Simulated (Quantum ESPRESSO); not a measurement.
# Dielectric function and optical constants of LiBr, part 3 of 3

Wanted: where LiBr starts to absorb, how strongly, and its refractive index.

Quantum ESPRESSO 7.5; DFT, PBE, plane waves with norm-conserving potentials (PseudoDojo), scalar-relativistic, independent-particle optical response without local fields and without the non-local commutator.

So far. Step 2 (Ground state): There is a gap, 4.94 eV on this mesh (points off the mesh can give less), so no carriers' term is needed.

## Step 5: Dielectric function

The spectrum is a sum over vertical transitions between filled and empty bands at the fixed density, so many empty bands are needed.

This step: DFT, PBE, plane waves with norm-conserving potentials (PseudoDojo), scalar-relativistic, independent-particle optical response without local fields and without the non-local commutator (Quantum ESPRESSO 7.5).

File epsilon.in:

```
&inputpp
  prefix = 'x'
  outdir = './tmp'
  calculation = 'eps'
/
&energy_grid
  smeartype = 'gauss'
  intersmear = 0.3
  wmin = 0.0
  wmax = 22
  nw = 500
/
```

Command:

```bash
$ mpirun -n 4 epsilon.x -nk 4 -in epsilon.in
```

Output:

```text
[banner, memory and clock lines left out]

     Broadcasting variables...

     IMPORTANT: XC functional enforced from input :
     Exchange-correlation= PBE
                           (   1   4   3   4   0   0   0)
     Any further DFT definition will be discarded

     G-vector sticks info

     Fermi energy [eV] is:  2.01987
     The system is a dielectric...
     metallic system: redefining wmin =     0.000000

     Performing eps calculation...

     xx,yy,zz plasmon frequences [eV] are:    14.956785974   14.956785860   14.956785940
```

The job ended after 1.6 s (4 MPI ranks of Arm Neoverse V2, shared host; peak memory 0.05 GiB).

This step gave:

* electronic dielectric constant ε∞, mean over x, y and z (by symmetry where fewer were run): 3.617
* main peak of Im epsilon, first axis: 7.708 eV

Some rows of epsi_x.dat:

```text
# energy grid [eV]     epsi_x  epsi_y  epsi_z
#
    0.176352705    0.002065925    0.002065925    0.002065925
    1.234468938    0.015282439    0.015282438    0.015282439
    2.292585170    0.032935625    0.032935623    0.032935624
    3.350701403    0.063775156    0.063775153    0.063775155
    4.408817635    0.148070980    0.148070976    0.148070979
    5.466933868    0.984036735    0.984036731    0.984036734
    6.525050100    4.630547457    4.630547452    4.630547456
    7.583166333    7.790147292    7.790147285    7.790147290
    8.641282565    7.324150497    7.324150490    7.324150495
    9.699398798    5.850003895    5.850003886    5.850003892
   10.757515030    3.500118108    3.500118097    3.500118105
   11.815631263    2.051053354    2.051053342    2.051053350
   12.873747495    1.014838269    1.014838255    1.014838264
   13.931863727    0.640418855    0.640418839    0.640418850
   14.989979960    0.739569135    0.739569117    0.739569130
   16.048096192    0.686098413    0.686098392    0.686098407
   17.106212425    0.684679833    0.684679809    0.684679826
   18.164328657    0.554820522    0.554820494    0.554820514
   19.222444890    0.571454283    0.571454251    0.571454274
   20.280561122    0.332145336    0.332145297    0.332145324
   21.338677355    0.213273299    0.213273252    0.213273285
```

The Im ε, any direction has structure finer than the step of the table below, so its rows give means over 1 eV, whole bins alone (the curve runs from 0 to 22 eV). Peaks (eV: height): 7.0: 5.82, 7.7: 8.06, 8.8: 7.70.

Values under the direct gap are tails of Lorentzian lines. Table of Im ε, any direction by photon energy; means over each step:

photon energy (eV), Im ε, any direction and a bar:
```
        1       0.01 
        2       0.03 
        3       0.05 
        4       0.11 
        5       0.49 ##
        6       2.79 ############
        7       4.95 ######################
        8       5.89 ##########################
        9       6.77 ##############################
       10       4.68 #####################
       11       3.00 #############
       12       1.65 #######
       13       0.92 ####
       14       0.72 ###
       15       0.68 ###
       16       0.65 ###
       17       0.63 ###
       18       0.56 ##
       19       0.61 ###
       20       0.38 ##
       21       0.25 #
```

Table of Re ε, any direction by photon energy:

```csv
photon energy (eV),"Re ε, any direction"
0.0,3.62
0.5,3.63
1.0,3.66
1.5,3.71
2.0,3.79
2.5,3.89
3.0,4.04
3.5,4.24
4.0,4.52
4.5,4.94
5.0,5.60
5.5,6.38
6.0,7.23
6.5,5.97
7.0,5.72
7.5,5.59
8.0,0.468
8.5,3.83
9.0,0.243
9.5,-0.562
10.0,-1.68
10.5,-1.33
11.0,-2.01
11.5,-1.46
12.0,-1.78
12.5,-1.03
13.0,-0.941
13.5,-0.475
14.0,-0.292
14.5,-0.132
15.0,-0.164
15.5,0.101
16.0,0.102
16.5,0.112
17.0,0.199
17.5,0.0807
18.0,0.275
18.5,0.259
19.0,0.144
19.5,0.0832
20.0,0.139
20.5,0.168
21.0,0.234
21.5,0.290
22.0,0.368
```

The refractive index n and extinction k by photon energy:

```csv
photon energy (eV),n,k
0,1.90,0
1,1.91,0.00317
2,1.95,0.00701
3,2.01,0.0127
4,2.13,0.0239
5,2.37,0.0851
6,2.74,0.502
7,2.63,1.09
8,1.61,1.45
9,1.90,1.83
10,1.23,1.78
11,0.914,1.69
12,0.613,1.47
13,0.407,1.05
14,0.455,0.707
15,0.542,0.677
16,0.630,0.543
17,0.672,0.502
18,0.665,0.408
19,0.602,0.467
20,0.505,0.341
21,0.534,0.226
22,0.624,0.148
```

The loss function −Im 1/ε at q → 0, any direction has structure finer than the step of the table below, so its rows give means over 0.5 eV, whole bins alone (the curve runs from 0 to 22 eV). Peaks (eV: height): 15.34: 1.87, 17.55: 1.90, 19.84: 2.70.

Values under the direct gap are tails of Lorentzian lines. Table of loss function −Im 1/ε at q → 0, any direction by energy loss; means over each step:

```csv
energy loss (eV),"loss function −Im 1/ε at q → 0, any direction"
0.5,4.5e-4
1.0,9.1e-4
1.5,0.00139
2.0,0.00191
2.5,0.00248
3.0,0.00313
3.5,0.00393
4.0,0.00500
4.5,0.00689
5.0,0.0135
5.5,0.0256
6.0,0.0466
6.5,0.0814
7.0,0.0913
7.5,0.0921
8.0,0.175
8.5,0.118
9.0,0.141
9.5,0.170
10.0,0.200
10.5,0.225
11.0,0.233
11.5,0.306
12.0,0.299
12.5,0.463
13.0,0.583
13.5,0.874
14.0,1.23
14.5,1.34
15.0,1.37
15.5,1.65
16.0,1.49
16.5,1.52
17.0,1.45
17.5,1.71
18.0,1.48
18.5,1.29
19.0,1.63
19.5,1.88
20.0,2.52
20.5,2.41
21.0,2.13
21.5,1.62
```

Reflectivity at normal incidence, any direction against photon energy; read off at these points:

```csv
photon energy (eV),"reflectivity at normal incidence, any direction (%)"
0.00,9.66
0.50,9.70
1.00,9.81
1.50,10.0
2.00,10.3
2.50,10.7
3.00,11.3
3.50,12.0
4.00,13.0
4.50,14.4
5.00,16.6
5.50,19.1
6.00,23.0
6.50,24.2
7.00,26.8
7.50,30.1
8.00,27.8
8.50,27.6
9.00,35.5
9.50,35.1
9.92,40.1
10.00,39.7
10.50,36.9
11.00,43.8
11.20,46.7
11.50,40.5
12.00,48.5
12.17,54.4
12.50,42.1
13.00,47.3
13.50,31.9
13.71,38.6
14.00,30.4
14.50,22.1
15.00,23.5
15.50,14.9
16.00,14.6
16.50,14.4
17.00,11.8
17.50,16.0
18.00,9.49
18.50,10.4
19.00,13.5
19.50,15.9
20.00,15.2
20.50,14.0
21.00,11.2
21.50,8.78
22.00,6.12
```

Optical constants at common wavelengths, from n + ik = √ε:

```csv
wavelength (nm),n,k,R (%),1/α
1550,1.91,0.003,9.8,49 µm
633,1.94,0.007,10.3,7.4 µm
532,1.96,0.009,10.6,4.9 µm
450,1.99,0.011,11.0,3.2 µm
405,2.01,0.013,11.3,2.4 µm
365,2.05,0.016,11.8,1.8 µm
193,2.62,0.832,24.1,18 nm
```

Below the direct gap, k and the depth come from the tails of the Lorentzian lines, not from transitions.

Rows near the edge hang on the gap, which this functional as a rule makes too small, and phonon-assisted absorption is left out.

## Step 6: What came out

| Property | Result |
| --- | --- |
| electronic dielectric constant ε∞, mean over x, y and z (by symmetry where fewer were run) (independent particles) | 3.62 |
| main peak of Im epsilon, first axis | 7.71 eV |

What this shows: At this level (PBE, independent particles) LiBr has ε∞ = 3.62 and n = 1.91 at 1550 nm, and Im ε peaks at 7.7 eV. Distinct maxima of Im ε, read by a parabola through the highest points, lie at 7.03 eV (5.9), 7.71 eV (8.1), 8.80 eV (7.7) and 9.67 eV (5.9). Excitons and phonon-assisted transitions are missing, and so are local fields; PBE gaps are as a rule too small, which pulls the onset down and ε∞ up. epsilon.x leaves out the commutator of the non-local potential, so its intensities are off, as a rule too high. The sum runs over mesh points, so small or evenly spaced maxima can still be ripples of the mesh.

[Machine, clock, banner and «Message from routine» lines are left out of the logs.]

[Logs are printed without paths, hosts, clocks, repeated set-up lines and the standing remarks that a program may print on its own settings, such as how far it seeks lower states.]

[Hosts, paths, dates, database ids (printed as entryN), source tags and the programs' standing remarks are cut or masked in the printed files.]
